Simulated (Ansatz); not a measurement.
# AlNi3 (Pm-3m) in Ansatz: band structure with RPBE

Aim: the band structure of AlNi3 with RPBE.

All numbers are computed with Ansatz 0.2.0; they aren't measurements. Logs are shortened: lines on timing, memory, paths and dates and some standing lists are left out, and cuts for length are marked.

### 1 The structure

It takes space group Pm-3m (No. 221, cubic). The conventional cell has a = 3.523 Å, b = 3.523 Å, c = 3.523 Å, α = 90.00°, β = 90.00°, γ = 90.00°. Ni (site symmetry 4/mmm) has 8 Ni at 2.49 Å and 4 Al at 2.49 Å as nearest neighbours. Around Al (site symmetry m-3m) lie 12 Ni at 2.49 Å.

The cell is a database's computed one.

### 2 Band structure, RPBE, collinear spin, ferromagnetic start

File input.yaml:

```yaml
crystal:
  lattice:
    - [3.5230547267, 0.0, 0.0]
    - [0.0, 3.5230547267, 0.0]
    - [0.0, 0.0, 3.5230547267]
  atoms:
    - { symbol: Ni, position: [0.5, 0.5, 0.0], spin: 1.0 }
    - { symbol: Ni, position: [0.5, 0.0, 0.5], spin: 1.0 }
    - { symbol: Ni, position: [0.0, 0.5, 0.5], spin: 1.0 }
    - { symbol: Al, position: [0.0, 0.0, 0.0] }
hamiltonian:
  xc: rpbe
  pseudopotentials: { kind: paw }
magnetization:
  spin_polarized: true
kpoints:
  mp_grid: { grid: [8, 8, 8] }
  band_path:
    path:
      - [[0.0, 0.0, 0.0], [0.0, 0.5, 0.0], [0.5, 0.5, 0.0], [0.0, 0.0, 0.0], [0.5, 0.5, 0.5], [0.0, 0.5, 0.0]]
      - [[0.5, 0.5, 0.0], [0.5, 0.5, 0.5]]
    npoints: 14
scf:
  occupations: { method: fermi_dirac, width: 0.05 }
  n_extra_bands: 10
output:
  forces: true
  stress: true
  eigenvalues: true
  fatbands: true
  write_density: true
  write_potential: true
  elf: true
  volumetric_format: npy
```

Potentials or basis: Ansatz PAW.

The run is started by

```sh
$ ansatz run input.yaml --threads 2 --pin off --max-ram 5632MiB --backend cpu --events-out ev --progress --plain --runs-dir out
```

Log:

```text
Warning: RAYON_NUM_THREADS=2 ignored (pool sized by the plan → 2); use --threads N
scf.n_extra_bands = 10 over 29 filled bands (N_el = 57.0): the run solves 39 bands
Engine: ansatz 0.2.0, x86_64-unknown-linux-gnu
Pseudopotentials: kind: paw
Pseudopotential: Ni, paw, valence charge 18, recommended cutoff 420 eV (normal), Ni.paw.azcp
Pseudopotential: Al, paw, valence charge 3, recommended cutoff 420 eV (normal), Al.paw.azcp
Functional definition: RPBE
  parameter kappa = 0.804
  parameter beta = 0.06672455060314922
  exchange = rpbe_x(kappa = kappa, mu = beta*pi^2/3)
  correlation = pbe_c(beta = beta)
Crystal: 4 atoms, lattice volume = 43.728 Å³
Basis set: ecut = 420 eV, 847 PW (Γ), exchange–correlation on 48×48×48 points (8 copies of the dense FFT grid, shifted against one another)
Bands: 39, of which v1, the nominal top of the filled ones, is band 29 counted from 1 (28 counted from 0)
Symmetry: 48 space group operations
Space group: Pm-3m (ITA 221), of the structure as read, at distance tolerance 3.5e-5 Å
Magnetic group: BNS 221.92 (UNI 1594), of the structure as read, at distance tolerance 3.5e-5 Å
k-points: 35 of 512
Non-local potential: Ni, projectors of the file, l = 0: 3, l = 1: 2, l = 2: 3, l = 3: 1
Non-local potential: Al, projectors of the file, l = 0: 2, l = 1: 2, l = 2: 1
PAW form: soft (Blöchl's): semilocal exchange-correlation on the pseudo side does not see the compensation charge
PAW frozen core: Ni, regenerated for the run's functional, and the local potential with it (the file was generated under x = pbe(κ = 0.804, μ = 0.2195149727645171), c = pbe(β = 0.06672455060314922))
PAW frozen core: Al, regenerated for the run's functional, and the local potential with it (the file was generated under x = pbe(κ = 0.804, μ = 0.2195149727645171), c = pbe(β = 0.06672455060314922))
PAW one-centre angular grid: Ni, 590 points (default); XC on 64 Gauss nodes
PAW one-centre angular grid: Al, 110 points (default); XC on 64 Gauss nodes
Initial density: superposition of atomic densities (chi_scale 0.1, normalization cell)
Starting moments: Σ|m| = 3 μB on 3 of 4 sites
Initial wavefunctions: pseudopotential atomic-orbital guess
Functional: x = rpbe, c = pbe(β = 0.06672455060314922)
SCF iter   1: F=—  HF=-18073.562209 eV  |F-HF|=—  |Δ(HF+E_count)|=         —  Δρ=1.09e-1 (↑1.09e-1 ↓4.28e-2)  dr2=2.19e0  dr2_m=1.88e0  M=1.041 μB ∫|m|=1.294 μB  β_m=0.30  ethr=3.10e-3  ⟨swp⟩=5.9  Hψ=10529  notcnv=0  defer=11
Mixer restart at iter 1: flushing history
preconditioner: auto → Kerker (q_TF=auto, 2.852 Å⁻¹)  [metal: Δε(μ)=0.035 eV  Ē_g=10.120 eV  σ=0.050 eV  W_gap=0.17  n_scr=18 (ndim 8)  ℏωp=32.3 eV  f_vac=0.000  D(μ)=2.99/eV (n_scr^D=26)]
spin=Collinear: Kerker preconditioning applied to the charge; magnetization (m = ρ↑ − ρ↓) channel mixes plain (no charge-response kernel on spin).
SCF iter   2: F=—  HF=-18073.048752 eV  |F-HF|=—  |Δ(HF+E_count)|=   5.13e-1  Δρ=6.68e-2 (↑3.89e-2 ↓6.68e-2)  dr2=4.13e-1  dr2_m=1.03e0  M=0.997 μB ∫|m|=1.218 μB  β_m=0.40  ethr=3.10e-3  ⟨swp⟩=2.4  Hψ=4567  notcnv=0  defer=247
SCF iter   3: F=—  HF=-18074.615609 eV  |F-HF|=—  |Δ(HF+E_count)|=    1.57e0  Δρ=4.88e-2 (↑2.31e-2 ↓4.88e-2)  dr2=4.07e-1  dr2_m=4.77e-1  M=0.912 μB ∫|m|=1.144 μB  β_m=0.62  ethr=7.25e-4  ⟨swp⟩=2.1  Hψ=4119  notcnv=0  defer=244
SCF iter   4: F=—  HF=-18076.275159 eV  |F-HF|=—  |Δ(HF+E_count)|=    1.66e0  Δρ=3.08e-2 (↑1.21e-2 ↓3.08e-2)  dr2=6.90e-1  dr2_m=3.93e-2  M=0.711 μB ∫|m|=0.924 μB  β_m=0.78  ethr=7.14e-4  ⟨swp⟩=3.1  Hψ=4770  notcnv=0  defer=248
SCF iter   5: F=—  HF=-18076.186988 eV  |F-HF|=—  |Δ(HF+E_count)|=   8.82e-2  Δρ=1.48e-2 (↑7.04e-3 ↓1.48e-2)  dr2=9.65e-2  dr2_m=7.25e-3  M=0.672 μB ∫|m|=0.857 μB  β_m=0.89  ethr=7.14e-4  ⟨swp⟩=3.0  Hψ=4807  notcnv=0  defer=251
SCF iter   6: F=—  HF=-18076.230467 eV  |F-HF|=—  |Δ(HF+E_count)|=   4.35e-2  Δρ=1.28e-3 (↑1.19e-3 ↓1.28e-3)  dr2=3.93e-3  dr2_m=1.71e-5  M=0.713 μB ∫|m|=0.907 μB  β_m=0.95  ethr=1.69e-4  ⟨swp⟩=2.2  Hψ=4512  notcnv=0  defer=258
SCF iter   7: F=—  HF=-18076.230005 eV  |F-HF|=—  |Δ(HF+E_count)|=   4.62e-4  Δρ=6.65e-4 (↑5.37e-4 ↓6.65e-4)  dr2=4.19e-4  dr2_m=2.71e-6  M=0.722 μB ∫|m|=0.917 μB  β_m=0.97  ethr=6.90e-6  ⟨swp⟩=2.3  Hψ=3516  notcnv=0  defer=258
SCF iter   8: F=—  HF=-18076.229965 eV  |F-HF|=—  |Δ(HF+E_count)|=   4.02e-5  Δρ=4.46e-4 (↑2.20e-4 ↓4.46e-4)  dr2=1.26e-4  dr2_m=5.69e-6  M=0.724 μB ∫|m|=0.919 μB  β_m=0.99  ethr=7.35e-7  ⟨swp⟩=2.0  Hψ=3865  notcnv=0  defer=258
SCF iter   9: F=—  HF=-18076.229964 eV  |F-HF|=—  |Δ(HF+E_count)|=   2.56e-7  Δρ=6.47e-5 (↑1.43e-5 ↓6.47e-5)  dr2=1.35e-6  dr2_m=3.66e-7  M=0.725 μB ∫|m|=0.920 μB  β_m=0.99  ethr=2.20e-7  ⟨swp⟩=2.2  Hψ=3525  notcnv=0  defer=258
SCF iter  10: F=—  HF=-18076.229986 eV  |F-HF|=—  |Δ(HF+E_count)|=   2.14e-5  Δρ=3.56e-5 (↑2.59e-5 ↓3.56e-5)  dr2=1.19e-6  dr2_m=1.11e-8  M=0.725 μB ∫|m|=0.921 μB  β_m=1.00  ethr=2.36e-9  ⟨swp⟩=2.0  Hψ=4537  notcnv=0  defer=258
SCF iter  11: F=—  HF=-18076.229986 eV  |F-HF|=—  |Δ(HF+E_count)|=   9.77e-8  Δρ=2.55e-5 (↑1.81e-5 ↓2.55e-5)  dr2=5.67e-7  dr2_m=5.96e-9  M=0.725 μB ∫|m|=0.921 μB  β_m=1.00  ethr=2.09e-9  ⟨swp⟩=1.0  Hψ=2730  notcnv=0  defer=258
SCF iter  12: F=—  HF=-18076.229986 eV  |F-HF|=—  |Δ(HF+E_count)|=   6.91e-8  Δρ=5.83e-6 (↑2.83e-6 ↓5.83e-6)  dr2=2.14e-8  dr2_m=9.83e-10  M=0.725 μB ∫|m|=0.921 μB  β_m=0.93  ethr=9.95e-10  ⟨swp⟩=2.1  Hψ=3419  notcnv=0  defer=258
SCF iter  13: F=-18076.229986 eV  HF=-18076.229986 eV  |F-HF|=2.76e-9  |Δ(HF+E_count)|=   2.68e-9  Δρ=2.11e-6 (↑1.27e-6 ↓2.11e-6)  dr2=3.45e-9  dr2_m=7.65e-11  M=0.725 μB ∫|m|=0.921 μB  ethr=3.76e-11  ⟨swp⟩=10.7  Hψ=17322  notcnv=0
SCF 1 converged in 13 iterations: F = -18076.229986 eV  dr2 = 3.45e-9
NSCF: frozen V_eff on 86 k-points
SCF converged after 13 iterations
Magnetization: 0.7247 μB (28.8623 up, 28.1377 down)
Absolute magnetization: 0.9213 μB (∫|ρ↑−ρ↓|, with the PAW one-centre terms)
Spin contamination: 0.0151 ħ² per cell (⟨S²⟩ above its minimum at these occupations)
Per-site moments (μB) at R_I (Å): [(0.270291410840517, 1.0276100536931165), (0.2702914108405173, 1.0276100536931165), (0.27029141084051705, 1.0276100536931165), (-0.017144077561460826, 1.0276100536931165)]
Free energy (F): -18076.229986 eV
Harris-Foulkes:  -18076.229986 eV  (|F-HF|=2.76e-9)
Internal energy: -18076.202316 eV  (E = F + TS)
E sigma→0 (E₀):  -18076.216151 eV
Entropy (-TS):   -0.027670 eV (-6.918 meV/atom)
Fermi energy:    16.608653 eV
--- Per-component energies (eV) ---
  E_band       = -895.883001
  E_kinetic    = 878.407397
  E_local      = -11867.818261  (includes V_loc(G=0)·N_el)
  E_nonlocal   = 1915.771009
  E_hartree    = 5060.279722
  E_xc         = -297.850525
  E_vxc        = -361.381132  (∫ρ·V_xc dr)
  E_paw        = -5376.663613  (= ΣΔE_a)
  E_vpaw       = -1581.431642  (= ΣTr[D̂ρ^β])
  E_aug_tail   = 0.001795  (compensation charges beyond the density's cutoff)
  E_ewald      = -8388.179542
  E_core_change = -0.150297  (= ΣΔE_core)
  E_smearing   = -0.027670  (= −TS)
  E_closure    = 0.000000  (closes the sum)
  Σ components = -18076.229986   (vs F -18076.229986, Δ=0.00e0)
--- Forces (eV/Å), atoms counted from 1 ---
  atom   1  Ni     0.00000000     0.00000000     0.00000000
  atom   2  Ni     0.00000000    -0.00000000    -0.00000000
  atom   3  Ni     0.00000000     0.00000000    -0.00000000
  atom   4  Al    -0.00000000    -0.00000000     0.00000000
  max |Σ_I F_I| component: 1.93e-28 eV/Å
--- Stress (GPa, compression-positive) ---
       12.309753       0.000000       0.000000
        0.000000      12.309753       0.000000
        0.000000       0.000000      12.309753
  P = ⅓ Tr σ = 12.3098 GPa (123.098 kbar)
--- Band table (eV; the first three rows and the last of 70) ---
  k-point 0 ↑: bands = ["-86.7366", "-86.7037", "-86.7037", "-47.1113", "-47.1113", "-47.1113", "-47.0284", "-47.0284", "-47.0284", "-46.9628", "-46.9628", "-46.9628", "6.3805", "12.0792", "12.7726", "12.7726", "13.1443", "13.1443", "13.1443", "15.1648", "15.1648", "15.1648", "16.0205", "16.0205", "16.3379", "16.5260", "16.5260", "16.5260", "17.4325", "17.4325", "17.4325", "23.2809", "23.2809", "24.2008", "29.0912", "29.0912", "29.0912", "30.8245", "30.8245"]
  k-point 1 ↑: bands = ["-86.7355", "-86.7048", "-86.7036", "-47.1081", "-47.1081", "-47.1061", "-47.0293", "-47.0293", "-47.0286", "-46.9685", "-46.9651", "-46.9651", "6.5756", "12.1327", "12.6580", "12.8965", "13.1776", "13.1776", "13.1903", "15.0552", "15.0552", "15.1142", "15.8992", "16.0224", "16.1359", "16.1359", "16.2656", "16.5262", "16.7343", "18.0742", "18.0742", "23.2600", "23.7381", "24.9392", "28.0934", "28.0934", "28.5519", "30.0484", "30.1911"]
  k-point 2 ↑: bands = ["-86.7324", "-86.7078", "-86.7036", "-47.0996", "-47.0996", "-47.0913", "-47.0320", "-47.0320", "-47.0292", "-46.9846", "-46.9709", "-46.9709", "7.1504", "11.8537", "12.5726", "13.2351", "13.2682", "13.2682", "13.3130", "14.7910", "14.7910", "14.9804", "15.3925", "15.7028", "15.7028", "15.9116", "15.9783", "16.1016", "16.5267", "19.2312", "19.2312", "23.2010", "24.0301", "26.0380", "26.0380", "26.7158", "28.0208", "28.6969", "30.8675"]
  k-point 34 ↓: bands = ["-86.3711", "-86.3711", "-86.3711", "-46.7951", "-46.7951", "-46.7951", "-46.7612", "-46.6679", "-46.6679", "-46.6679", "-46.5726", "-46.5726", "10.8359", "12.6844", "12.6844", "12.6844", "14.4003", "14.4003", "14.4003", "14.7439", "14.7439", "14.7439", "15.3991", "15.3991", "15.3991", "15.6873", "15.6873", "16.2691", "16.7428", "16.7428", "16.7428", "20.3175", "20.9554", "20.9554", "20.9554", "34.9040", "34.9040", "36.8414", "36.8414"]
```

It took 11 s on 2 threads of Intel Xeon Platinum 8175M at 2.50GHz (Skylake/Cascade Lake), shared host; peak memory 0.49 GiB.

What came out:

* Free energy: -18076.2300 eV
* Pressure: 12.3 GPa
* Band gap on the k mesh: none (metal or under the smearing width)
* Net moment: 0.72 μB per cell
* Absolute moment: 0.92 μB per cell
* Site moments: Ni +0.27; Al -0.02 μB

Levels at the corners of the path, in eV from the Fermi level:
Spin up:
```csv
point,band 25,band 26,band 27,band 28,band 29,band 30,band 31,band 32,band 33,band 34
Γ,-0.27,-0.08,-0.08,-0.08,0.82,0.82,0.82,6.67,6.67,7.59
X,-1.27,-1.22,-1.09,-0.53,-0.08,5.63,5.63,5.64,5.64,6.48
M,-1.37,-1.26,-1.03,-1.00,-0.61,0.87,0.87,8.26,8.26,8.37
Γ,-0.27,-0.08,-0.08,-0.08,0.82,0.82,0.82,6.67,6.67,7.59
R,-1.36,-1.11,-1.11,-0.31,-0.26,-0.26,-0.26,3.61,4.13,4.13
X,-1.27,-1.22,-1.09,-0.53,-0.08,5.63,5.63,5.64,5.64,6.48
M,-1.37,-1.26,-1.03,-1.00,-0.61,0.87,0.87,8.26,8.26,8.37
R,-1.36,-1.11,-1.11,-0.31,-0.26,-0.26,-0.26,3.61,4.13,4.13
```
Spin down:
```csv
point,band 26,band 27,band 28,band 29,band 30,band 31
Γ,0.38,0.38,0.38,0.78,0.78,0.78
X,-0.95,-0.85,-0.33,0.38,5.67,5.67
M,-1.15,-0.81,-0.59,-0.47,1.17,1.17
Γ,0.38,0.38,0.38,0.78,0.78,0.78
R,-0.92,-0.92,-0.34,0.13,0.13,0.13
X,-0.95,-0.85,-0.33,0.38,5.67,5.67
M,-1.15,-0.81,-0.59,-0.47,1.17,1.17
R,-0.92,-0.92,-0.34,0.13,0.13,0.13
```

Caveat: the PAW data sets come from PBE, with cores solved anew for the run's functional, which leaves a small shift of forces and pressure.
